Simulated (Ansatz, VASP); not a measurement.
**One calculation of CuO, two programs**

```
Cu O
1.0
     4.16094    0.00000    0.00000
     0.00000    4.16094    0.00000
     0.00000    0.00000    3.88764
Cu O
3 3
Direct
  0.50463 0.00547 0.48906
  0.99872 0.49951 0.49366
  0.01083 0.99558 0.00008
  0.00346 0.99483 0.50227
  0.50448 0.99361 0.99928
  0.00002 0.49581 0.00912
```

Change from the starting cell: atoms moved at random, drawn with an rms of 0.05 Å.

Alike in both runs: task single point; functional PBE; k mesh 7 × 7 × 7; occupations fermi-dirac, width 0.05 eV; no spin polarisation.

```csv
,VASP,Ansatz
version,VASP 6.6.1,Ansatz 0.2.0
potentials or method,"VASP PAW PBE potentials, release 64 (Cu, O)",Ansatz PAW
plane-wave cutoff (eV),520,420
valence electrons in the cell,51,75
```

```tsv
	VASP	Ansatz	Ansatz less VASP
gap on the k mesh at the Fermi level (eV)	none	none	-
pressure (GPa)	2.7	2.1	-0.57
largest component of the traceless stress (GPa)	0.45	0.14	-0.308
rms of the force components (eV/Å)	0.326	0.311	-0.0144
```

Atom by atom the forces differ by 0.015 eV/Å (rms over components). A gap of «none» marks a metal or a gap that the smearing closes. The functional is the same, so the differences come from potentials, cutoffs and numerics. The two sets of potentials don't hold the same shells in valence.

Caveats: an odd number of electrons without spin polarisation forces a metal; a magnetic or distorted state may lie lower; the run has no spin polarisation, though such a crystal can be magnetic; semilocal functionals often make such compounds metallic where correlation or magnetic order opens a gap, which also shifts bond lengths; the pressure holds a Pulay correction of +0.7 GPa for the finite cutoff (Ansatz).
